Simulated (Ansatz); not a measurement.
NbH2, DFT, LDA, all-electron PAW with datasets made for the crystal, scalar-relativistic (Ansatz 0.2.0), run on 1 thread of Arm Neoverse V1 on a shared host.

The geometry is COD entry 9009022, unchecked; take it as a test cell. The listed cell was then made from it by scaling, straining or moving an atom.

Command: `ansatz run input.yaml --threads 1 --pin off --max-ram 4096MiB --backend cpu --events-out ev --progress --plain --runs-dir out`

```yaml
crystal:
  lattice:
    - [0.0, 2.3115231798, 2.3115231798]
    - [2.3115231798, 0.0, 2.3115231798]
    - [2.3115231798, 2.3115231798, 0.0]
  atoms:
    - { symbol: Nb, position: [0.0, 0.0, 0.0] }
    - { symbol: H, position: [0.25, 0.25, 0.25] }
    - { symbol: H, position: [0.75, 0.75, 0.75] }
kpoints:
  mp_grid: { grid: [15, 15, 15] }
scf:
  occupations: { method: fermi_dirac, width: 0.03 }
hamiltonian:
  xc: lda
  pseudopotentials: { kind: all_electron, datasets: crystal }
output:
  forces: true
  stress: true
  eigenvalues: true
  efg: { contact_densities: true }
```

Q: How large is the problem that the program sets up?

A: 120 irreducible k-points, 331 plane waves at Γ, 13 bands.

Q: About how long does it take, and how much memory does it use?

A: 7.7 s of wall time for 7 SCF iterations, with a peak of 0.43 GiB. Times on shared machines scatter by tens of per cent.

Q: And the same cell and mesh by PAW (frozen-core files), asked for forces, stress, eigenvalues, efg, on the same hardware?

A: 3 s, peak memory 0.33 GiB.
